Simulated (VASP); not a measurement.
**GaP: band structure with HSE06**

**Measured values to compare with.**

“Stacking defects in GaP nanowires: Electronic structure and optical properties”, 2018, arxiv:1810.01194 quotes, for a bulk crystal of GaP at 10 K: band gap 2.34 eV (indirect).

GaP:

```xyz
2
Lattice="0.0000 2.7184 2.7184 2.7184 0.0000 2.7184 2.7184 2.7184 0.0000" Properties=species:S:1:pos:R:3 pbc="T T T"
Ga    0.0000    0.0000    0.0000
P     1.3592    1.3592    1.3592
```

```
Program                            : VASP 6.6.1
Task                               : band structure
Functional                         : HSE06
Potentials or basis                : VASP PAW PBE potentials, release 64 (Ga_d, P)
Cutoff                             : 520 eV
k mesh                             : 6 × 6 × 6
Occupations                        : gaussian, width 0.03 eV
Spin                               : no spin polarisation
Grid for exact exchange (PRECFOCK) : Fast
Screening parameter                : 0.2 1/A
Further INCAR settings             : ALGO = Normal; EDIFF = 1e-06; NBANDS = 16
```

```yaml
Pressure: 1.2 GPa
Band_gap_on_the_k_mesh: 2.29 eV, indirect (least direct gap 2.88 eV)
Band_gap_along_the_path: 2.29 eV, indirect (least direct gap 2.88 eV)
```

Levels at points of the mesh, in eV from the valence-band top:
```
           k point  band 6  band 7  band 8  band 9  band 10  band 11  band 12  band 13
(0.00, 0.00, 0.00)  -13.85    0.00    0.00    0.00     2.88     4.79     4.79     4.79
(0.50, 0.00, 0.00)  -11.60   -7.29   -1.23   -1.23     2.55     5.64     5.64     9.29
(0.50, 0.50, 0.00)  -10.61   -7.37   -2.96   -2.96     2.29     2.58    12.15    12.15
```

Run time: 3.6 min on 4 MPI ranks on Intel(R) Xeon(R) Platinum 8488C (Sapphire Rapids), on a shared host, peak memory 0.29 GiB a rank.

Measured gap of GaP: 2.34 eV (indirect; 10 K; quoted in “Stacking defects in GaP nanowires: Electronic structure and optical properties”, 2018, arxiv:1810.01194). This calculation gives 2.29 eV (-0.05 eV). Spin-orbit coupling on Ga is left out. The value is that of HSE06, without temperature or zero-point motion.

Caveat: the PAW data sets were made with another functional, which shifts forces and pressure a little.
